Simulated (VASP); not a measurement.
VASP 6.6.1 run: AlN

INCAR

```
LWAVE = .FALSE.
METAGGA = RSCAN
NSW = 0
SIGMA = 0.2
LREAL = .FALSE.
EDIFF = 1E-7
NELM = 120
NBANDS = 16
LCHARG = .FALSE.
IBRION = -1
PREC = Accurate
ENCUT = 520
LASPH = .TRUE.
ISMEAR = -1
ISIF = 2
```

KPOINTS

```
KPOINTS created by Atomic Simulation Environment
0
Gamma
12 12 6
0 0 0
```

POSCAR

```
Al N
 1.0000000000000000
     3.1066937601931870    0.0000000000000000    0.0000000000000000
    -1.5533468800965935    2.6904757181059007    0.0000000000000000
     0.0000000000000000    0.0000000000000000    4.8790197208999997
 Al  N
   2   2
Cartesian
  0.0000000000000001  1.7936504787372674 -0.0261923503585143
  1.5533468800965939  0.8968252393686337  2.4133175100914861
  0.0000000000000001  1.7936504787372674  1.8558247456960146
  1.5533468800965939  0.8968252393686337  4.2953346061460147
```

The recommended PBE PAW datasets give the neutral cell 16 valence electrons.

Command

```
mpirun -np 1 vasp_std
```

OSZICAR

```
N       E                     dE             d eps       ncg     rms          rms(c)
DAV:   1     0.264832287976E+02    0.26483E+02   -0.75971E+03  2432   0.928E+02
DAV:   2    -0.479141461842E+02   -0.74397E+02   -0.68254E+02  3424   0.195E+02
DAV:   3    -0.514179915601E+02   -0.35038E+01   -0.34945E+01  2968   0.436E+01
DAV:   4    -0.514396885821E+02   -0.21697E-01   -0.21696E-01  3064   0.386E+00
DAV:   5    -0.514399880891E+02   -0.29951E-03   -0.29951E-03  3048   0.458E-01    0.126E+01
DAV:   6    -0.425085495913E+02    0.89314E+01   -0.82593E+00  2792   0.207E+01    0.515E+00
DAV:   7    -0.427087137302E+02   -0.20016E+00   -0.12396E+00  3016   0.737E+00    0.330E+00
DAV:   8    -0.427812249408E+02   -0.72511E-01   -0.71833E-02  2520   0.271E+00    0.760E-01
DAV:   9    -0.427703125047E+02    0.10912E-01   -0.30226E-02  3120   0.136E+00    0.159E-01
DAV:  10    -0.427710726258E+02   -0.76012E-03   -0.25389E-03  2808   0.350E-01    0.163E-01
DAV:  11    -0.427709043434E+02    0.16828E-03   -0.43643E-04  2888   0.173E-01    0.215E-02
DAV:  12    -0.427709001590E+02    0.41844E-05   -0.33448E-05  2920   0.429E-02    0.445E-03
DAV:  13    -0.427708977583E+02    0.24007E-05   -0.16879E-06  3016   0.107E-02    0.296E-03
DAV:  14    -0.427708973412E+02    0.41710E-06   -0.12251E-07  1832   0.303E-03    0.162E-03
DAV:  15    -0.427708974988E+02   -0.15760E-06   -0.48944E-08  1472   0.170E-03    0.398E-04
DAV:  16    -0.427708975548E+02   -0.55978E-07   -0.32403E-09  1368   0.537E-04
   1 F= -.42770898E+02 E0= -.42770897E+02  d E =-.678530E-06
```

From OUTCAR

```
k-points           NKPTS =     76   k-points in BZ     NKDIM =     76   number of bands    NBANDS=     16

   NELECT =      16.0000    total number of electrons

   dimension x,y,z NGX =    24 NGY =   24 NGZ =   36
   dimension x,y,z NGXF=    48 NGYF=   48 NGZF=   72

  energy-cutoff  :      520.00
  volume of cell :       40.78
      direct lattice vectors                 reciprocal lattice vectors
     3.106693760  0.000000000  0.000000000     0.321885605  0.185840741  0.000000000
    -1.553346880  2.690475718  0.000000000     0.000000000  0.371681481  0.000000000
     0.000000000  0.000000000  4.879019721     0.000000000  0.000000000  0.204959204

 k-points in reciprocal lattice and weights: KPOINTS created by Atomic Simulation Env
   0.00000000  0.00000000  0.00000000       0.001
   0.08333333  0.00000000  0.00000000       0.007
   0.16666667  0.00000000  0.00000000       0.007
   0.25000000  0.00000000  0.00000000       0.007
   0.33333333  0.00000000  0.00000000       0.007
   0.41666667  0.00000000  0.00000000       0.007
   0.50000000  0.00000000  0.00000000       0.003
   0.08333333  0.08333333  0.00000000       0.007
   ...

 E-fermi :   8.9296

 k-point     1 :       0.0000    0.0000    0.0000
  band No.  band energies     occupation
      1     -10.0195      2.00000
      2      -7.7450      2.00000
      3      -0.0248      2.00000
      4       5.0496      2.00000
      5       5.0496      2.00000
      6       5.7779      2.00000
      7       5.7779      2.00000
      8       6.1931      2.00000
      9      11.1717      0.00003
     10      13.5734      0.00000
     11      17.9873      0.00000
     12      18.0298      0.00000
     13      18.0298      0.00000
     14      20.2174      0.00000
     15      20.2174      0.00000
     16      20.7494      0.00000

 k-point     2 :       0.0833    0.0000    0.0000
  band No.  band energies     occupation
      1      -9.9296      2.00000
      2      -7.6971      2.00000
      3       0.0823      2.00000
      4       4.6459      2.00000
      5       4.9293      2.00000
      6       5.3856      2.00000
      7       5.7698      2.00000
      8       6.1478      2.00000
      9      11.5833      0.00000
     10      13.9426      0.00000
     11      17.4051      0.00000
     12      17.5546      0.00000
     13      18.3040      0.00000
     14      19.9953      0.00000
     15      20.2998      0.00000
     16      20.4540      0.00000

 k-point     3 :       0.1667    0.0000    0.0000
  band No.  band energies     occupation
      1      -9.6682      2.00000
      2      -7.5675      2.00000
      3       0.3979      2.00000
      4       3.6513      2.00000
      5       4.5239      2.00000
      6       4.6467      2.00000
      7       5.7138      2.00000
      8       5.9920      2.00000
      9      12.4539      0.00000
     10      14.6351      0.00000
     11      16.2289      0.00000
     12      16.7889      0.00000
     13      19.0745      0.00000
     14      19.3908      0.00000
     15      19.6646      0.00000
     16      19.7565      0.00000

 ...

  Total        0.2688453      0.2688453      1.6326700      0.0000000      0.0000000      0.0000000
  in kB       10.5621630     10.5621630     64.1429441      0.0000000      0.0000000      0.0000000
  external PRESSURE =      28.4224234 kB  Pullay stress =       0.0000000 kB

 POSITION                                       TOTAL-FORCE (eV/Angst)
 -----------------------------------------------------------------------------------
      0.00000      1.79365      4.85283         0.000000     -0.000000     -0.000340
      1.55335      0.89683      2.41332        -0.000000      0.000000     -0.000340
      0.00000      1.79365      1.85582         0.000000      0.000000      0.000340
      1.55335      0.89683      4.29533        -0.000000     -0.000000      0.000340
 -----------------------------------------------------------------------------------
    total drift:                                0.000000      0.000000      0.001416

  FREE ENERGIE OF THE ION-ELECTRON SYSTEM (eV)
  ---------------------------------------------------
  free  energy   TOTEN  =       -42.7708975548 eV

  energy  without entropy=      -42.7708968763  energy(sigma->0) =      -42.77089722
```

It converged. Results: gap between bands v and c on the k mesh 4.98 eV; least direct gap on the k mesh 4.98 eV; pressure 2.8 GPa. Band v is the last that the valence electrons fill when counted band by band, and c is the next.

For comparison, a separate PBE run of the intended cell, on usual settings and not on those above, gives a gap of 4.31 eV on its mesh and a pressure of 8.5 GPa.

The run above took about 87 s on one core of a shared host (Intel Xeon Platinum 8488C) and held 0.18 GiB at most.
